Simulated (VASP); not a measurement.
Runs of VASP 6.6.1 on Ca. It takes space group Immm (No. 71, orthorhombic). The conventional cell has a = 4.193 Å, b = 4.203 Å, c = 4.891 Å, α = 90.00°, β = 90.00°, γ = 90.00°. Ca (site symmetry mmm) is surrounded by 12 Ca at 3.85 to 4.20 Å. This isn't the form of Ca at room conditions, which is fcc.

```csv
cell,k mesh,gap on the mesh (eV),pressure (GPa)
"Immm, 43.1 Å³/atom",6 × 6 × 6,none,0.0
"Im-3m, 43.36 Å³/atom",18 × 18 × 18,none,0.0
"Pm-3m, 45.4 Å³/atom",6 × 6 × 6,none,(a)
"Pm-3m, 42.68 Å³/atom",16 × 16 × 16,none,0.1
```

Alike in all rows: task single point; level r2SCAN; potentials or basis VASP PAW PBE potentials, release 64 (Ca_sv); no spin polarisation; cutoff (eV) 520; smearing gaussian 0.1 eV.

Problem. Fill in the values left out.

Solution. (a) -0.3.

Caveats: the PAW data sets were made with another functional, which shifts forces and pressure a little.

A gap of «none» marks a metal or a gap under the smearing width.
